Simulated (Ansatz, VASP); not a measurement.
## CaS (Oldhamite): VASP beside Ansatz

INCAR

```
SYSTEM = CaS
  PREC = Accurate
  ENCUT = 600
  EDIFF = 1E-7
  ISMEAR = 0
  SIGMA = 0.01
  LREAL = .FALSE.
  LASPH = .TRUE.
  NELM = 100
  ALGO = Normal
  ISIF = 3
  LWAVE = .FALSE.
  LCHARG = .FALSE.
  GGA = PE
  IBRION = 2
  NSW = 80
  EDIFFG = -0.001
```

The input KPOINTS:

```
regular mesh
0
G
  8 8 8
  0 0 0
```

File POSCAR:

```
CaS
1.0
    0.0000000000      2.8560320320      2.8560320320
    2.8560320320      0.0000000000      2.8560320320
    2.8560320320      2.8560320320      0.0000000000
Ca S
1 1
Direct
    0.0000000000      0.0000000000      0.0000000000
    0.5000000000      0.5000000000      0.5000000000
```

Input for Ansatz:

```yaml
crystal:
  lattice:
    - [0.0, 2.856032032, 2.856032032]
    - [2.856032032, 0.0, 2.856032032]
    - [2.856032032, 2.856032032, 0.0]
  atoms:
    - { symbol: Ca, position: [0.0, 0.0, 0.0] }
    - { symbol: S, position: [0.5, 0.5, 0.5] }
basis:
  ecutwfc: 420
kpoints:
  mp_grid: { grid: [8, 8, 8] }
hamiltonian:
  xc: pbe
scf:
  occupations: { method: fixed }
output:
  forces: true
  stress: true
  eigenvalues: true
relax:
  adjacent_minimum: "off"
  f_tol: 0.001
  max_steps: 60
  cell: { stress_tol: 0.01 }
```

Alike in both runs: task relaxation of cell and atoms; functional PBE; k mesh 8 × 8 × 8; no spin polarisation.

|  | VASP | Ansatz |
| --- | --- | --- |
| version | VASP 6.6.1 | Ansatz 0.2.0 |
| potentials or method | VASP PAW PBE potentials, release 64 (Ca_sv, S) | scalar-relativistic, plane waves, PAW |
| plane-wave cutoff (eV) | 600 | 420 |
| occupations | gaussian, width 0.01 eV | fixed |
| valence electrons in the cell | 16 | 16 |

```csv
,VASP,Ansatz,Ansatz less VASP
"gap on the k mesh at the Fermi level, each at its own relaxed structure (eV)",2.38,2.38,-0.002
relaxed volume (Å³/atom),23.37,23.30,-0.073
relaxed cell length with the largest relative difference (Å),4.043,4.039,-0.0042
```

A k mesh can miss the band edges. Zero-point motion and thermal expansion aren't in these numbers. PBE usually gives volumes a little too large and moduli too small.
